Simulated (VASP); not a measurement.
Input of a VASP 6.6.1 run:

INCAR

```
  PREC = Accurate
  ENCUT = 520
  EDIFF = 1E-7
  ISMEAR = 0
  SIGMA = 0.05
  LREAL = F
  LASPH = T
  NELM = 100
  ALGO = Normal
  ISIF = 2
  LWAVE = F
  LCHARG = F
  GGA = PE
  NBANDS = 16
```

Contents of KPOINTS:

```
Automatic mesh
0
Gamma
  6 6 6
```

The input POSCAR:

```
MgO
1.0
    3.5386735306      0.0000000000      0.0000000000
   -1.7693367653      3.0645811732      0.0000000000
    0.0000000000      0.0000000000      4.1780412200
Mg O
2 2
Direct
    0.6666666667      0.3333333333      0.7500000000
    0.3333333333      0.6666666667      0.2500000000
    0.6666666667      0.3333333333      0.2500000000
    0.3333333333      0.6666666667      0.7500000000
```

Potentials or basis: VASP PAW PBE potentials, release 64 (Mg, O).

Run with:

```bash
$ cat potpaw_PBE.64/Mg/POTCAR potpaw_PBE.64/O/POTCAR > POTCAR
$ mpirun -np 1 vasp_std > vasp.out
```

(1) What does it give for the pressure?

(2) Estimate the band gap on the k mesh.

Answers

(1) 0.2 GPa.

(2) 3.31 eV, direct.
